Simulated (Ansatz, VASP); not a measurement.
## One calculation of CsSnI3, two programs

```
Cs I Sn
1.0
     6.07902    0.00000    0.00000
     0.00000    6.07902    0.00000
     0.00000    0.00000    6.07902
Cs I Sn
1 3 1
Direct
  0.00000 0.00000 0.00000
  0.50000 0.50000 0.00000
  0.50000 0.00000 0.50000
  0.00000 0.50000 0.50000
  0.50000 0.50000 0.50000
```

Change from the starting cell: volume scaled by 0.94.

Alike in both runs: task single point; functional PBE; k mesh 5 × 5 × 5; occupations fermi-dirac, width 0.05 eV; no spin polarisation.

```csv
,VASP,Ansatz
version,VASP 6.6.1,Ansatz 0.2.0
potentials or method,"VASP PAW PBE potentials, release 64 (Cs_sv, I, Sn_d), cutoff 520 eV","all-electron LAPW, scalar-relativistic"
```

|  | VASP | Ansatz | Ansatz less VASP |
| --- | --- | --- | --- |
| gap on the k mesh at the Fermi level (eV) | 1.68 | 1.69 | +0.003 |
| least direct gap on the mesh (eV) | 1.68 | 1.69 | +0.003 |
| pressure (GPa) | 1.8 | 1.8 | +0.01 |

Ansatz ran all-electron here, so the differences hold the error of VASP's frozen core and of both bases.

Caveats: spin-orbit coupling is left out, which moves the levels of the heavy elements; an odd mesh through Γ misses points on the zone boundary, where band edges often lie.
